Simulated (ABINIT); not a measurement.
**AgCl and the effect of the share of exact exchange**

Symmetry: Fm-3m, No. 225, cubic system. Conventional cell: a = 5.470 Å, b = 5.470 Å, c = 5.470 Å, α = 90.00°, β = 90.00°, γ = 90.00°. Ag (site symmetry m-3m) is surrounded by 6 Cl at 2.73 Å. Cl (site symmetry m-3m) is surrounded by 6 Ag at 2.73 Å.

Kept alike: task single point; functional PBE0; k mesh 6 × 6 × 6; occupations fermi-dirac, width 0.05 eV; no spin polarisation. Program: ABINIT, SPMS NC PBE v1.0, cutoff 599 eV. The mesh is that of the run's cell of 2 atoms. No spin-orbit coupling.

```csv
"share of exact exchange, α",band gap (eV)
0.05,1.332
0.15,2.186
0.25,3.057
0.35,3.944
0.5,5.298
```

The k mesh is coarse, so the values aren't converged. A gap read on the mesh alone can miss an edge between its points. All rows use potentials made for PBE. The mesh is thin for exact exchange.

The band gap rises from 1.332 to 5.298 eV between 0.05 and 0.5. Exact exchange pulls filled levels down against empty ones, so the gap grows nearly in line with its share. The mean slope is +8.81 eV per unit of share.
